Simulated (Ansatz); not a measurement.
Space group Fm-3m (No. 225). a = 6.000 Å, b = 6.000 Å, c = 6.000 Å, α = 90.00°, β = 90.00°, γ = 90.00°
```tsv
atom	site	symmetry	x	y	z
Pb	4a	m-3m	0.0000	0.0000	0.0000
F	8c	-43m	0.2500	0.7500	0.7500
```

Equation of state of this PbF2 structure (not necessarily the ground state), with shape and atoms relaxed at each volume where symmetry leaves them free. These are results of Ansatz, DFT PBE, scalar-relativistic, plane waves, PAW, not measurements.

Plane waves to 420 eV, a k mesh through Γ of 8×8×8 on the computed 3-atom cell and Gaussian smearing (0.02 eV); no spin polarisation.

| V (Å³/atom) | E − E(largest V) (meV/atom) | P (GPa) | gap on mesh (eV) |
| --- | --- | --- | --- |
| 16.919 | 3.51 | 4.81 | 4.41 |
| 17.459 | -8.26 | 2.21 | 4.42 |
| 17.999 | -11.85 | 0.03 | 4.42 |
| 18.539 | -8.77 | -1.81 | 4.41 |
| 19.079 | 0.00 | -3.35 | 4.38 |

Problem. Fit a third-order Birch–Murnaghan equation to E(V).

Solution. V0 = 18.00 Å³/atom, B0 = 67 GPa, B0' = 5.1.

Spin-orbit coupling is left out, which matters for the bands of heavy elements.

Cost: 5 runs of about 0.3 core-minutes in all, on Intel Xeon Platinum 8375C (Ice Lake) (shared hosts).